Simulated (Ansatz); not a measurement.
# ZnSe (rocksalt type): the cost of one run

Method: DFT, PBE, PAW with Ansatz's default frozen-core files, scalar-relativistic, in Ansatz 0.2.0.

## 1. The system as given

Symmetry: Fm-3m, No. 225, cubic system. Conventional cell: a = 4.988 Å, b = 4.988 Å, c = 4.988 Å, α = 90.00°, β = 90.00°, γ = 90.00°. Zn (site symmetry m-3m) has 6 Se at 2.49 Å as nearest neighbours. Se (site symmetry m-3m) has 6 Zn at 2.49 Å as nearest neighbours.

Structure file:

```
CELL_PARAMETERS angstrom
0.00000 2.49400 2.49400
2.49400 0.00000 2.49400
2.49400 2.49400 0.00000
ATOMIC_POSITIONS crystal
Zn 0.00000 0.00000 0.00000
Se 0.50000 0.50000 0.50000
```

Atoms are numbered in the order of the input: Zn1, Se2.

## 2. Cell relaxed at zero pressure, PAW

File input.yaml:

```yaml
crystal:
  lattice:
    - [0.0, 2.4940015978, 2.4940015978]
    - [2.4940015978, 0.0, 2.4940015978]
    - [2.4940015978, 2.4940015978, 0.0]
  atoms:
    - { symbol: Zn, position: [0.0, 0.0, 0.0] }
    - { symbol: Se, position: [0.5, 0.5, 0.5] }
kpoints:
  mp_grid: { grid: [14, 14, 14] }
scf:
  occupations: { method: fermi_dirac, width: 0.08 }
hamiltonian:
  xc: pbe
  pseudopotentials: { kind: paw }
output:
  forces: true
  stress: true
relax:
  f_tol: 0.005
  max_steps: 40
  cell: {}
```

The run is started by

```console
> ansatz run input.yaml --threads 1 --pin off --max-ram 3584MiB --backend cpu --events-out ev --progress --plain --runs-dir out
```

**Question.** How long does this run take on 1 thread of Intel Xeon Platinum 8488C (Sapphire Rapids), shared host, and how much memory does it need?

About 13 s, with a peak of 0.42 GiB.
